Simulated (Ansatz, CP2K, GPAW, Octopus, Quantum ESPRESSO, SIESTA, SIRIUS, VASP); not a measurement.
**BN: programs and potentials compared**

```
N B
1.0
     2.49824    0.00000    0.00000
    -1.24912    2.16354    0.00000
     0.00000    0.00000    6.63570
N B
2 2
Direct
  0.66667 0.33333 0.25000
  0.33333 0.66667 0.75000
  0.66667 0.33333 0.75000
  0.33333 0.66667 0.25000
```

Alike in all runs: task single point; functional PBEsol; k mesh 12 × 12 × 4; occupations fermi-dirac, width 0.05 eV; no spin polarisation; no spin-orbit coupling. Pressure is positive in compression and, in plane waves, holds the error of the finite cutoff.

```csv
program and potentials,plane-wave cutoff (eV),notes,band gap (eV),pressure (GPa)
"Quantum ESPRESSO, GBRV 1.5 PBEsol",612,-,4.19,2.53
"VASP, PBE PAW files B, N, 520 eV",520,potentials made for PBE,4.18,2.46
"CP2K, POTENTIAL_UZH N GTH-PBE-q5, B GTH-PBE-q3; TZVP-MOLOPT-PBE-GTH basis",-,atomic basis; potentials made for PBE,4.17,4.18
"Octopus, pseudodojo_pbesol (PseudoDojo 0.4, PBEsol)",-,-,4.21,-
"Ansatz, all-electron LAPW, scalar-relativistic",-,-,4.18,2.13
"GPAW, PAW data sets generated for this functional",800,-,4.19,1.39
"SIRIUS, PseudoDojo 0.4.1 PBEsol standard (scalar relativistic)",1152,-,4.21,2.56
"SIESTA, files PseudoDojo sr-pbesol-0.4.1-standard, DZP (energy shift 0.003 Ry)",-,atomic basis,4.17,6.80
```

The band gap spans 4.17 (SIESTA, files PseudoDojo sr-pbesol-0.4.1-standard, DZP (energy shift 0.003 Ry)) to 4.21 eV (SIRIUS, PseudoDojo 0.4.1 PBEsol standard (scalar relativistic)), with all-electron results at 4.18. The pressure spans 1.39 (GPAW, PAW data sets generated for this functional) to 6.80 GPa (SIESTA, files PseudoDojo sr-pbesol-0.4.1-standard, DZP (energy shift 0.003 Ry)), with all-electron results at 2.13. The gap is indirect and read on the mesh alone. Rows in atomic bases carry the error of their basis and grid, which can be large.

Differences between rows come from potentials, basis sets and numerical settings, since the functional is the same but for its coding. Runs on potential files found faulty are left out.
